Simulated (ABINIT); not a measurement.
The system is WS2.

```
W S
1.0
     1.57900    0.91164    6.16333
    -1.57900    0.91164    6.16333
     0.00000   -1.82327    6.16333
W S
1 2
Direct
  0.00000 0.00000 0.00000
  0.58100 0.58100 0.58100
  0.75030 0.75030 0.75030
```

Measurements of this composition are mostly on another form, of space group No. 194.

Base run:

```yaml
Program: ABINIT 10.8.3 (patched build)
Functional: PBEsol
Potentials_or_basis: PseudoDojo NC SR PBEsol v0.4.1 standard
Cutoff: 844 eV
k_mesh: 8 × 8 × 8
Occupations: fermi-dirac, width 0.05 eV
Spin: no spin polarisation
```

Its results: band gap on the k mesh 1.12 eV, indirect (least direct gap 2.29 eV); pressure -0.7 GPa; largest force 0.599 eV/Å.

Problem. The run is repeated on the same cell with these changes: functional from PBEsol to LDA; potentials or basis from PseudoDojo NC SR PBEsol v0.4.1 standard to PseudoDojo NC SR LDA v0.4.1 standard; cutoff from 844 eV to 816 eV. What comes out?

Solution. Band gap on the k mesh 1.10 eV, indirect (least direct gap 2.28 eV); pressure -4.1 GPa; largest force 0.593 eV/Å.

Caveats: spin-orbit coupling is left out, which moves the levels of the heavy elements; the cutoff is short for stress, so the pressure is rough (some runs).

A k mesh can miss the band edges.
